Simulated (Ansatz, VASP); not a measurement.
## Rb: VASP beside Ansatz

Contents of INCAR:

```
ALGO = Normal
EDIFF = 1E-7
ENCUT = 520
GGA = PS
ISIF = 2
ISMEAR = -1
LASPH = True
LCHARG = False
LREAL = False
LWAVE = False
NBANDS = 10
NELM = 100
PREC = Accurate
SIGMA = 0.05
```

KPOINTS

```
k-points
0
Gamma
  8 8 8
```

The input POSCAR:

```
Rb
1.0
   -2.8060000000      2.8060000000      2.7779400000
    2.8060000000     -2.8060000000      2.7779400000
    2.8060000000      2.8060000000     -2.7779400000
Rb
1
Direct
    0.0000000000      0.0000000000      0.0000000000
```

Input for Ansatz:

```yaml
crystal:
  lattice:
    - [-2.806, 2.806, 2.77794]
    - [2.806, -2.806, 2.77794]
    - [2.806, 2.806, -2.77794]
  atoms:
    - { symbol: Rb, position: [0.0, 0.0, 0.0] }
kpoints:
  mp_grid: { grid: [8, 8, 8] }
  band_path:
    path:
      - [0.0, 0.0, 0.0]
      - [0.0, 0.0, 0.5]
      - [-0.5, 0.5, 0.5]
      - [0.0, 0.0, 0.0]
      - [0.495025, 0.495025, -0.495025]
      - [-0.495025, 0.504975, 0.495025]
      - [-0.5, 0.5, 0.5]
      - [0.0, 0.0, 0.5]
      - [0.25, 0.25, 0.25]
    npoints: 5
scf:
  occupations: { method: fermi_dirac, width: 0.05 }
hamiltonian:
  xc: pbesol
  pseudopotentials: { kind: all_electron, lapw: { basis_error: 0.001 } }
output:
  forces: true
  stress: true
  eigenvalues: true
```

Change from the starting cell: zz strain of -1 %.

Alike in both runs: task single point; functional PBEsol; k mesh 8 × 8 × 8; occupations fermi-dirac, width 0.05 eV; no spin polarisation.

|  | VASP | Ansatz |
| --- | --- | --- |
| version | VASP 6.6.1 | Ansatz 0.2.0 |
| potentials or method | VASP PAW PBE potentials, release 64 (Rb_sv) | all-electron LAPW, scalar-relativistic |
| plane-wave cutoff (eV) | 520 | see its input |

```csv
,VASP,Ansatz,Ansatz less VASP
pressure (GPa),0.0,0.0,0.00
```

Ansatz ran all-electron here, so the differences hold the error of VASP's frozen core and of both bases.

Caveats: the PAW data sets were made with another functional, which shifts forces and pressure a little (VASP).
